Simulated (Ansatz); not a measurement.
SiNi₃: what a change does to the field gradients

Base: an entry of the Crystallography Open Database (COD), whose atoms a relaxation with PBE at fixed cell left in place.

```xyz
4
Lattice="3.5511 0.0000 0.0000 0.0000 3.5511 0.0000 0.0000 0.0000 3.5511" Properties=species:S:1:pos:R:3 pbc="T T T"
Si    0.0000    0.0000    0.0000
Ni    0.0000    1.7755    1.7755
Ni    1.7755    0.0000    1.7755
Ni    1.7755    1.7755    0.0000
```

Atoms are numbered from 1 in the order listed; like atoms form one site, named after its first atom.

Level of theory: DFT, PBE, plane waves and PAW, scalar-relativistic, collinear spin, 420 eV cutoff, Γ-centred 13×13×13 k-points, Fermi–Dirac smearing 0.05 eV (Ansatz 0.2.0). Start moments as typed (μB): 1.5 on each Ni, none on the rest.

Task: Variant: z stretched by 3 %, ions relaxed. What happens to the gradients (10²¹ V/m²)?

Result: 

```json
{"site": "Si", "atoms": "1", "V_zz base": "0.00", "η base": "–", "V_zz variant": "0.14", "η variant": "0.00"}
{"site": "Ni2", "atoms": "2, 3", "V_zz base": "-4.52", "η base": "0.00", "V_zz variant": "-4.37", "η variant": "0.07"}
{"site": "Ni4", "atoms": "4", "V_zz base": "-4.52", "η base": "0.00", "V_zz variant": "-4.27", "η variant": "0.00"}
```

The largest change of V_zz is on Ni4, from -4.52 to -4.27. In per cent, |V_zz| changes by -5 to -3 on Ni (all sites that start above 2). The number of symmetry-distinct sites goes from 2 to 3.

With no gap above 0.1 eV, as in a metal, the gradients converge slowly in k; expect changes of a tenth or more on a denser mesh. With these PAW files V_zz is typically within 2 to 3 % of all-electron values, but misses above 10 % occur on Ni. The start moments die out, and the run ends without spin.
For the base: At this cell the PBE pressure is -7 GPa, so with PBE the cell would shrink if it were relaxed. The entry's cell may itself be off.
For the variant: At this changed cell the PBE pressure is -12 GPa.
